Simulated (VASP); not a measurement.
**BN in VASP 6.6.1, single-point calculation**

INCAR

```
PREC = Accurate
LCHARG = .FALSE.
ISMEAR = -1
ISIF = 2
NSW = 0
LREAL = .FALSE.
EDIFF = 1E-7
LASPH = .TRUE.
IBRION = -1
SIGMA = 0.02
NELM = 120
ENCUT = 520
ALGO = Fast
METAGGA = MS2
NBANDS = 11
LWAVE = .FALSE.
```

KPOINTS

```
KPOINTS created by Atomic Simulation Environment
0
Gamma
12 12 12
0 0 0
```

POSCAR

```
B  N
 1.0000000000000000
     2.3561215006000000    0.0026307079000000   -0.2315042030000000
    -1.1689244400000001    2.0457049564999998    0.2315452333000000
    -0.8758633087000000   -0.8605277782000000    3.1374682307000001
 B   N
   1   1
Cartesian
  1.1815751210095349  2.0360155408550806 -0.0183994803346899
  0.2991889139361912 -0.1889424354480080  3.0376020648360935
```

The recommended PBE PAW datasets give the neutral cell 8 valence electrons.

Command

```
mpirun -np 1 vasp_std
```

Problem. Predict the outcome of this run.

Solution. It converged. Results: gap between bands v and c on the k mesh 4.70 eV; least direct gap on the k mesh 5.59 eV; pressure 56.6 GPa. Band v is the last that the valence electrons fill when counted band by band, and c is the next.

OSZICAR

```
N       E                     dE             d eps       ncg     rms          rms(c)
DAV:   1    -0.202270988895E+01   -0.20227E+01   -0.47484E+03 19363   0.678E+02
DAV:   2    -0.335993927613E+02   -0.31577E+02   -0.30698E+02 22657   0.166E+02
DAV:   3    -0.342055564666E+02   -0.60616E+00   -0.60537E+00 23401   0.208E+01
DAV:   4    -0.342068314429E+02   -0.12750E-02   -0.12749E-02 20946   0.102E+00
DAV:   5    -0.342068351463E+02   -0.37035E-05   -0.37035E-05 22958   0.487E-02    0.885E+00
RMM:   6    -0.207217989426E+02    0.13485E+02   -0.20251E+00 19096   0.128E+01    0.432E+00
RMM:   7    -0.207989757492E+02   -0.77177E-01   -0.49715E-01 19605   0.578E+00    0.270E+00
RMM:   8    -0.208152904868E+02   -0.16315E-01   -0.86986E-02 21109   0.273E+00    0.776E-01
RMM:   9    -0.208188441022E+02   -0.35536E-02   -0.44321E-03 22099   0.755E-01    0.307E-01
RMM:  10    -0.208192885456E+02   -0.44444E-03   -0.70746E-04 22116   0.244E-01    0.295E-02
RMM:  11    -0.208193036865E+02   -0.15141E-04   -0.68702E-05 22680   0.763E-02    0.179E-02
RMM:  12    -0.208193052371E+02   -0.15506E-05   -0.67308E-06 22444   0.258E-02    0.390E-03
RMM:  13    -0.208193052493E+02   -0.12265E-07   -0.10086E-06 22960   0.967E-03    0.341E-03
RMM:  14    -0.208193051995E+02    0.49812E-07   -0.17704E-07 20213   0.452E-03
   1 F= -.20819305E+02 E0= -.20819305E+02  d E =-.549775E-11
```

For comparison, a separate PBE run of the intended cell, on usual settings and not on those above, gives a gap of 4.35 eV on its mesh and a pressure of 60.8 GPa.
